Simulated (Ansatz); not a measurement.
The system is Al.

```
Al
1.0
     0.00000    2.02481    2.02481
     2.02481    0.00000    2.02481
     2.02481    2.02481    0.00000
Al
1
Direct
  0.00000 0.00000 0.00000
```

Base run:

```yaml
Program: Ansatz 0.2.0
Functional: PBE
Potentials_or_basis: all-electron LAPW, scalar-relativistic
Cutoff: 130 eV (chosen from the basis error)
Basis_error_allowed: 0.001 eV/atom
k_mesh: 11 × 11 × 11
Occupations: gaussian, width 0.011 eV
Spin: no spin polarisation
```

Its results: pressure -0.5 GPa.

Problem. The run is repeated on the same cell with these changes: functional from PBE to BLYP; occupations from gaussian, width 0.011 eV to fermi-dirac, width 0.05 eV. What comes out?

Solution. Pressure 3.0 GPa.
